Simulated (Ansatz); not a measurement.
PbSe: single point with PBE

PbSe:

```xyz
2
Lattice="3.7843 0.0000 0.0000 0.0000 3.7843 0.0000 0.0000 0.0000 3.7843" Properties=species:S:1:pos:R:3 pbc="T T T"
Pb    0.0000    0.0000    0.0000
Se    1.8922    1.8922    1.8922
```

Measurements of this composition are mostly on another form, of space group No. 225.

| Item | Value |
| --- | --- |
| Program | Ansatz 0.2.0 |
| Task | single point |
| Functional | PBE |
| Potentials or basis | Ansatz PAW |
| Cutoff | 420 eV (not typed: the program's choice for these potentials) |
| k mesh | 7 × 7 × 7 |
| Occupations | gaussian, width 0.019 eV |
| Spin | no spin polarisation |

- Pressure: -0.2 GPa
- Band gap on the k mesh: none (metal or under the smearing width)

Levels at points of the mesh, in eV from the Fermi level:
```tsv
k point	band 12	band 13	band 14	band 15	band 16	band 17	band 18	band 19
(0.00, 0.00, 0.00)	-6.99	-1.43	-1.43	-1.43	5.20	5.20	6.13	6.13
```

It took 0.73 s on 2 threads of Arm Neoverse V2 (shared host), peak memory 0.31 GiB.

The run has no spin-orbit coupling, so splittings on Pb are missing.
